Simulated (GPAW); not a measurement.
**InGaAs2 in GPAW: the effect of strain uniaxial z**

InGaAs2:

```xyz
4
Lattice="4.2250 0.0000 0.0000 0.0000 4.2250 0.0000 0.0000 0.0000 5.7237" Properties=species:S:1:pos:R:3 pbc="T T T"
In    0.0000    0.0000    2.8618
As    0.0000    2.1125    1.3252
As    2.1125    0.0000    4.3985
Ga    2.1125    2.1125    0.0000
```

The cell comes from a database or a generator and needn't be the stable form of this composition.

Alike in all runs:

| Item | Value |
| --- | --- |
| Program | GPAW 26.7.0 |
| Task | band structure |
| Functional | PBEsol |
| Potentials or basis | PAW data sets generated in the run's folder for this functional |
| Cutoff | 600 eV |
| Basis | pw |
| k mesh | 5 × 5 × 4 |
| Occupations | fermi-dirac, width 0.05 eV |
| Spin | no spin polarisation |
| Maxiter | 150 |
| Band path | GXMGZRAZ,XR,MA |
| Band points | 100 |

```csv
strain uniaxial z,pressure (GPa)
-0.04,-0.1
-0.02,-1.3
-0.01,-1.9
0,-2.4
0.01,-2.9
0.02,-3.4
0.04,?
```

**Question.** What does the run with strain uniaxial z 0.04 give?

**Answer.** Pressure -4.2 GPa.

Worked out: A straight line through the other rows of the pressure, of slope -54.9 GPa per unit of strain uniaxial z, extrapolates to -4.6 GPa, against the run's -4.2.

Caveats: the density grid can change from cell to cell, which puts small steps into energies and stress.
